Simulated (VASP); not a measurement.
Set up this calculation in VASP 6.6.1, as the native input.

- Task: single point
- Functional: BLYP
- Potentials or basis: VASP PAW PBE potentials, release 64 (Si)
- Cutoff: 520 eV
- k mesh: 4 × 4 × 4
- Occupations: fermi-dirac, width 0.05 eV
- Spin: no spin polarisation
- Dipole correction: no
- Further INCAR settings: ALGO = Normal; EDIFF = 1e-07; NBANDS = 26

The structure of Si lies in POSCAR:

```
Si
1.0
   -3.3924246088      3.3924246088      3.3924246088
    3.3924246088     -3.3924246088      3.3924246088
    3.3924246088      3.3924246088     -3.3924246088
Si
8
Direct
    0.1988601341      0.1988601341      0.1988601341
    0.5000000000      1.0000000000      0.3011398659
    0.3011398659      0.5000000000      0.0000000000
    0.0000000000      0.3011398659      0.5000000000
    0.8011398659      0.8011398659      0.8011398659
    0.5000000000      0.0000000000      0.6988601341
    0.6988601341      0.5000000000      1.0000000000
    1.0000000000      0.6988601341      0.5000000000
```

This isn't the form of Si at room conditions, which is diamond.

One way to write it, as run:

INCAR

```
  PREC = Accurate
  ENCUT = 520
  EDIFF = 1E-7
  ISMEAR = -1
  SIGMA = 0.05
  LREAL = False
  LASPH = True
  NELM = 80
  ALGO = Normal
  ISIF = 2
  LWAVE = False
  LCHARG = False
  GGA = B5
  ALDAX = 1.0
  AGGAX = 1.0
  AGGAC = 1.0
  ALDAC = 0.0
  NBANDS = 26
```

KPOINTS

```
Automatic mesh
0
Gamma
  4 4 4
```

Potentials or basis: VASP PAW PBE potentials, release 64 (Si).

The run is started by

```console
$ cat potpaw_PBE.64/Si/POTCAR > POTCAR
$ mpirun -np 1 vasp_std > vasp.out
```

It gave:

```
Pressure               : 0.2 GPa
Largest force          : 0.014 eV/Å
Band gap on the k mesh : none (metal or under the smearing width)
```

Caveat: the PAW data sets were made with another functional, which shifts forces and pressure a little.

Run time: 110 s on 1 thread of Intel(R) Xeon(R) Platinum 8175M CPU @ 2.50GHz (Skylake/Cascade Lake), on a shared host, peak memory 0.29 GiB.
